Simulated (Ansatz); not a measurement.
# La2O3 (P321) in Ansatz: notebook

One crystal, La2O3, is run at these levels: HSE06, PBE0; tasks: band structure.

Program: Ansatz 0.2.0. These are calculated values, not measurements. Logs are shortened: lines on timing, memory, paths and dates and some standing lists are left out, and cuts for length are marked.

## (1) The structure

The structure is trigonal, space group P321 (No. 150). Conventional cell: a = 6.370 Å, b = 6.370 Å, c = 3.290 Å, α = 90.00°, β = 90.00°, γ = 120.00°. La (site symmetry 3) is surrounded by 6 O at 2.46 to 2.47 Å. O (site symmetry 2) is surrounded by 4 La at 2.46 to 2.47 Å.

The cell comes from a database or a generator and needn't be the stable form of this composition.

## (2) Band structure, HSE06

File input:

```
crystal:
  lattice:
    - [6.3702727145, 0.0, 0.0]
    - [-3.1851363572, 5.5168179998, 0.0]
    - [0.0, 0.0, 3.2898942108]
  atoms:
    - { symbol: La, position: [0.6666666667, 0.3333333333, 0.498103] }
    - { symbol: La, position: [0.3333333333, 0.6666666667, 0.501897] }
    - { symbol: O, position: [0.504607, 0.0, 0.0] }
    - { symbol: O, position: [0.0, 0.504607, 0.0] }
    - { symbol: O, position: [0.495393, 0.495393, 0.0] }
hamiltonian:
  xc: hse06
  pseudopotentials: { kind: paw }
kpoints:
  mp_grid: { grid: [4, 4, 6] }
  band_path:
    path:
      - [[0.0, 0.0, 0.0], [0.5, 0.0, 0.0], [0.3333333333, 0.3333333333, 0.0], [0.0, 0.0, 0.0], [0.0, 0.0, 0.5], [0.5, 0.0, 0.5], [0.3333333333, 0.3333333333, 0.5], [0.0, 0.0, 0.5]]
      - [[0.5, 0.0, 0.5], [0.5, 0.0, 0.0]]
      - [[0.3333333333, 0.3333333333, 0.0], [0.3333333333, 0.3333333333, 0.5]]
    npoints: 4
scf:
  occupations: { method: fermi_dirac, width: 0.05 }
  n_extra_bands: 12
output:
  forces: true
  stress: true
  eigenvalues: true
  fatbands: false
```

Potentials or basis: Ansatz PAW.

What it wrote:

```text
Warning: output.stress: scf.convergence.dr2_threshold = 1e-7 eV (the SCF's general default) is looser than the 5e-10 eV advised for a printed stress (1e-10 eV for each atom of the cell: 5). What an SCF threshold leaves in a stress goes as its square root, and in the free energy as the threshold itself, and one threshold admits the most on a small cell: of the crystals measured, under no hybrid functional and no lock of the moments, on runs that ended without the residual-converged pass, on stresses that held no estimate of that error, the worst erred by over 100 MPa in a component at 1e-7 eV an atom and by under 5 at 1e-10. Set scf.convergence.dr2_threshold to 5e-10 eV or tighter. The threshold is an SCF's pass mark: one that does not reach it within its budget of iterations ends unconverged, or closes short of it on a stop that the run arms, and scf.convergence.dr2_threshold's page says what that costs each kind of run
Warning: output.stress: scf.exx.energy_threshold = 1e-6 eV is looser than the 5e-8 eV advised for a stress under a hybrid functional (1e-8 eV for each atom of the cell: 5). Every SCF of the exchange loop can meet its threshold on dr2 while the loop round them stops early: no threshold on dr2 bounds what that leaves in the stress. Set scf.exx.energy_threshold to 5e-8 eV or tighter. The threshold is the loop's pass mark: a loop that does not reach it within its budget of cycles ends unconverged, and scf.exx.energy_threshold's page has the law
scf.n_extra_bands = 12 over 20 filled bands (N_el = 40.0): the run solves 32 bands
GPUs: using 1 of 1 available (devices: 1).
Engine: ansatz 0.2.0, x86_64-unknown-linux-gnu
Pseudopotentials: kind: paw
Pseudopotential: La, paw, valence charge 11, recommended cutoff 420 eV (normal), La.paw.azcp
Pseudopotential: O, paw, valence charge 6, recommended cutoff 420 eV (normal), O.paw.azcp
Functional definition: HSE06
  parameter a = 0.25
  parameter omega = 0.11/bohr
  exchange = pbe_x - a*pbe_x_sr(omega) + a*exact_x_sr(omega)
  correlation = pbe_c
device memory: the entry about to start is reckoned to put 1.2 GiB on a device that reports 59.3 GiB free (of which the cap on the GPU budget leaves the run 18.0 GiB)
GPU FFT provider: cuFFT
GPU libraries: cuBLAS 13.8.2, cuFFT 12.4.0, cuSOLVER 12.3.4
Crystal: 5 atoms, lattice volume = 115.619 Å³
Basis set: ecut = 420 eV, 2279 PW (Γ), exchange–correlation on 90×90×48 points (8 copies of the dense FFT grid, shifted against one another)
Bands: 32, of which v1, the nominal top of the filled ones, is band 20 counted from 1 (19 counted from 0)
Symmetry: 6 space group operations
Space group: P321 (ITA 150), of the structure as read, at distance tolerance 4.9e-5 Å
k-points: 18 of 96 (time reversal used)
Non-local potential: La, projectors of the file, l = 0: 3, l = 1: 2, l = 2: 2, l = 3: 3
Non-local potential: O, projectors of the file, l = 0: 2, l = 1: 2, l = 2: 1
PAW form: soft (Blöchl's): semilocal exchange-correlation on the pseudo side does not see the compensation charge
PAW frozen core: La, regenerated for the run's functional, and the local potential with it (the file was generated under x = pbe(κ = 0.804, μ = 0.2195149727645171), c = pbe(β = 0.06672455060314922))
PAW frozen core: O, regenerated for the run's functional, and the local potential with it (the file was generated under x = pbe(κ = 0.804, μ = 0.2195149727645171), c = pbe(β = 0.06672455060314922))
PAW one-centre angular grid: La, 590 points (default); XC on 64 Gauss nodes
PAW one-centre angular grid: O, 110 points (default); XC on 96 Gauss nodes
Initial density: superposition of atomic densities (neutral atoms: chi_scale 0, normalization atom), corrected by the library's trained network
Initial wavefunctions: pseudopotential atomic-orbital guess
GPU buffer pool allocated for 48600 grid points (all kernels)
[... 47 lines left out ...]
device memory: the entry about to start is reckoned to put 0.8 GiB on a device that reports 62.0 GiB free (of which the cap on the GPU budget leaves the run 18.0 GiB)
NSCF: frozen V_eff on 39 k-points, pencils in batches of 32, up to order 144
hybrid SCF converged: 2 outer / 12 inner (+4 warm-up), last move |dexx| = 2.81e-6 eV, tail = 2.37e-8 eV
Stability not checked: this state was not tested for a lower state beside it, because the functional holds exact exchange (a hybrid, or Hartree-Fock), whose exchange loop this test does not read (fock_operator; see scf.lower_state_search)
Free energy (F): -14219.447685 eV
Frozen-core exchange: fock
Harris-Foulkes:  -14219.447685 eV  (|F-HF|=2.80e-10)
Internal energy: -14219.447685 eV  (E = F + TS)
E sigma→0 (E₀):  -14219.447685 eV
Fermi energy:    6.237616 eV
--- Per-component energies (eV) ---
  E_band       = -249.327045
  E_kinetic    = 913.055761
  E_local      = -2810.147141  (includes V_loc(G=0)·N_el)
  E_nonlocal   = 329.201949
  E_hartree    = 1100.433621
  E_xc         = -405.443420
  E_vxc        = -464.571094  (∫ρ·V_xc dr)
  E_exx        = -102.225898  (= α·E_x^exact, valence–valence)
  E_paw        = -11310.153053  (= ΣΔE_a)
  E_vpaw       = -213.287804  (= ΣTr[D̂ρ^β])
  E_aug_tail   = 0.007137  (compensation charges beyond the density's cutoff)
  E_ewald      = -1933.756537
  E_core_change = -0.420104  (= ΣΔE_core)
  E_smearing   = -0.000000  (= −TS)
  E_closure    = -0.000000  (closes the sum)
  Σ components = -14219.447685   (vs F -14219.447685, Δ=0.00e0)
--- Forces (eV/Å), atoms counted from 1 ---
  atom   1  La     0.00000000    -0.00000000     0.01032745
  atom   2  La    -0.00000000     0.00000000    -0.01032745
  atom   3  O     -0.04399248     0.00000000    -0.00000000
  atom   4  O      0.02199624    -0.03809861    -0.00000000
  atom   5  O      0.02199624     0.03809861     0.00000000
  max |Σ_I F_I| component: 6.94e-18 eV/Å
--- Stress (GPa, compression-positive) ---
       -1.400460       0.000000      -0.000000
        0.000000      -1.400460      -0.000000
       -0.000000      -0.000000      -2.772872
  P = ⅓ Tr σ = -1.8579 GPa (-18.579 kbar)
--- Band table (eV; the first three rows and the last of 18) ---
  k-point 0: bands = ["-27.6956", "-27.4847", "-14.0331", "-14.0331", "-12.4945", "-10.1079", "-10.1079", "-9.3227", "-8.9667", "-8.3500", "-8.3500", "1.4266", "2.6268", "2.6268", "2.8708", "2.8708", "3.8302", "3.8302", "4.1378", "4.3733", "7.6670", "9.8403", "10.9420", "10.9420", "12.4327", "12.4728", "12.5214", "12.5214", "12.5220", "12.5220", "12.5911", "12.6175"]
  k-point 1: bands = ["-27.6089", "-27.4117", "-13.7982", "-13.7982", "-13.1652", "-9.9925", "-9.9922", "-9.7194", "-8.9149", "-8.7943", "-8.7939", "2.4419", "2.7490", "2.7518", "2.9192", "2.9222", "3.3206", "3.3210", "3.7063", "4.2318", "8.4792", "10.4759", "11.3577", "11.3578", "11.9333", "11.9339", "12.1206", "12.3601", "12.5618", "12.6324", "12.6343", "12.6479"]
  k-point 2: bands = ["-27.4270", "-27.2601", "-14.2304", "-13.1791", "-13.1790", "-10.9552", "-9.8156", "-9.8094", "-9.7445", "-9.7382", "-8.3324", "2.0353", "2.0357", "2.5957", "3.0556", "3.0560", "3.4608", "3.4615", "4.1170", "4.4298", "10.0873", "11.1605", "11.1609", "11.7185", "11.7509", "11.7510", "12.0688", "12.1160", "12.5284", "12.5291", "12.5860", "12.6630"]
  k-point 17: bands = ["-27.2820", "-27.2321", "-14.2914", "-13.7503", "-12.6949", "-10.5331", "-10.2160", "-10.0281", "-9.9011", "-9.5477", "-9.0263", "1.8790", "2.5005", "2.5336", "2.8556", "3.1291", "3.2563", "3.2998", "4.1701", "4.1738", "10.6771", "11.4501", "11.8132", "11.9637", "12.0007", "12.0773", "12.1165", "12.2374", "12.4175", "12.5460", "12.5517", "12.5904"]
```

Run time: 1.8 min. Hardware: 1 × NVIDIA H100 80GB HBM3 with 2 threads of AMD EPYC 7R13 (Zen 3), shared host; peak memory 3.2 GiB.

What came out:

```yaml
Free_energy: -14219.4477 eV
Pressure: -1.9 GPa
Largest_force: 0.044 eV/Å
Band_gap_on_the_k_mesh: 2.86 eV, indirect (least direct gap 3.29 eV)
Band_gap_along_the_path: 2.86 eV, indirect (least direct gap 3.29 eV)
```

Forces in eV/Å, atoms in the order of the input:
```
La   0.000  0.000  0.010
La   0.000  0.000 -0.010
O   -0.044  0.000  0.000
O    0.022 -0.038  0.000
O    0.022  0.038  0.000
```

Stress tensor (GPa, compression positive):
```
-1.40  0.00  0.00
 0.00 -1.40  0.00
 0.00  0.00 -2.77
```

Levels at the corners of the path, in eV from the valence-band top:
```tsv
point	band 17	band 18	band 19	band 20	band 21	band 22	band 23	band 24
Γ	-0.98	-0.98	-0.67	-0.43	2.86	5.03	6.13	6.13
M	-1.61	-1.16	-1.07	-0.92	4.10	5.08	6.09	6.59
K	-1.37	-1.33	-1.33	-0.98	4.68	4.68	5.88	6.83
Γ	-0.98	-0.98	-0.67	-0.43	2.86	5.03	6.13	6.13
A	-1.15	-1.15	-0.27	0.00	5.96	5.96	6.45	6.77
L	-1.66	-1.34	-0.65	-0.63	5.78	6.83	6.97	7.11
H	-1.78	-1.70	-0.68	-0.68	5.95	6.83	6.83	7.22
A	-1.15	-1.15	-0.27	0.00	5.96	5.96	6.45	6.77
L	-1.66	-1.34	-0.65	-0.63	5.78	6.83	6.97	7.11
M	-1.61	-1.16	-1.07	-0.92	4.10	5.08	6.09	6.59
K	-1.37	-1.33	-1.33	-0.98	4.68	4.68	5.88	6.83
H	-1.78	-1.70	-0.68	-0.68	5.95	6.83	6.83	7.22
```

Caveat: the magnetic or orbital state may not be the lowest; spin-orbit coupling is left out, which moves the levels of the heavy elements; the PAW data sets come from PBE, with cores solved anew for the run's functional, which leaves a small shift of forces and pressure; the thresholds are loose for stress.

## (3) Band structure, PBE0

input, as its differences from that of step 2:

```diff
@@ -12,3 +12,3 @@
 hamiltonian:
-  xc: hse06
+  xc: pbe0
   pseudopotentials: { kind: paw }
```

Potentials or basis: Ansatz PAW.

Wall time 2.3 min (1 × NVIDIA H100 80GB HBM3 with 2 threads of AMD EPYC 7R13 (Zen 3), shared host); peak memory 3.2 GiB.

Results (log left out):

```yaml
Free_energy: -14217.5171 eV
Pressure: -1.8 GPa
Largest_force: 0.044 eV/Å
Band_gap_on_the_k_mesh: 3.60 eV, indirect (least direct gap 4.04 eV)
Band_gap_along_the_path: 3.60 eV, indirect (least direct gap 4.04 eV)
```

Forces on the atoms (eV/Å):
```
La   0.000  0.000  0.011
La   0.000  0.000 -0.011
O   -0.044  0.000  0.000
O    0.022 -0.038  0.000
O    0.022  0.038  0.000
```

Stress tensor (GPa, compression positive):
```
-1.33  0.00  0.00
 0.00 -1.33  0.00
 0.00  0.00 -2.64
```

Levels at the corners of the path, in eV from the valence-band top:
| point | band 16 | band 17 | band 18 | band 19 | band 20 | band 21 | band 22 | band 23 | band 24 | band 25 |
| --- | --- | --- | --- | --- | --- | --- | --- | --- | --- | --- |
| Γ | -1.96 | -0.98 | -0.98 | -0.68 | -0.43 | 3.60 | 5.77 | 6.90 | 6.90 | 8.41 |
| M | -1.66 | -1.63 | -1.18 | -1.08 | -0.93 | 4.86 | 5.84 | 6.85 | 7.37 | 7.51 |
| K | -1.38 | -1.38 | -1.35 | -1.35 | -0.98 | 5.44 | 5.44 | 6.63 | 7.61 | 7.77 |
| Γ | -1.96 | -0.98 | -0.98 | -0.68 | -0.43 | 3.60 | 5.77 | 6.90 | 6.90 | 8.41 |
| A | -1.58 | -1.16 | -1.16 | -0.28 | 0.00 | 6.71 | 6.71 | 7.22 | 7.53 | 7.53 |
| L | -1.93 | -1.67 | -1.35 | -0.65 | -0.63 | 6.53 | 7.60 | 7.75 | 7.90 | 8.00 |
| H | -1.80 | -1.80 | -1.72 | -0.69 | -0.69 | 6.70 | 7.60 | 7.60 | 8.01 | 8.03 |
| A | -1.58 | -1.16 | -1.16 | -0.28 | 0.00 | 6.71 | 6.71 | 7.22 | 7.53 | 7.53 |
| L | -1.93 | -1.67 | -1.35 | -0.65 | -0.63 | 6.53 | 7.60 | 7.75 | 7.90 | 8.00 |
| M | -1.66 | -1.63 | -1.18 | -1.08 | -0.93 | 4.86 | 5.84 | 6.85 | 7.37 | 7.51 |
| K | -1.38 | -1.38 | -1.35 | -1.35 | -0.98 | 5.44 | 5.44 | 6.63 | 7.61 | 7.77 |
| H | -1.80 | -1.80 | -1.72 | -0.69 | -0.69 | 6.70 | 7.60 | 7.60 | 8.01 | 8.03 |

Caveat: the magnetic or orbital state may not be the lowest; spin-orbit coupling is left out, which moves the levels of the heavy elements; the PAW data sets come from PBE, with cores solved anew for the run's functional, which leaves a small shift of forces and pressure; the thresholds are loose for stress.
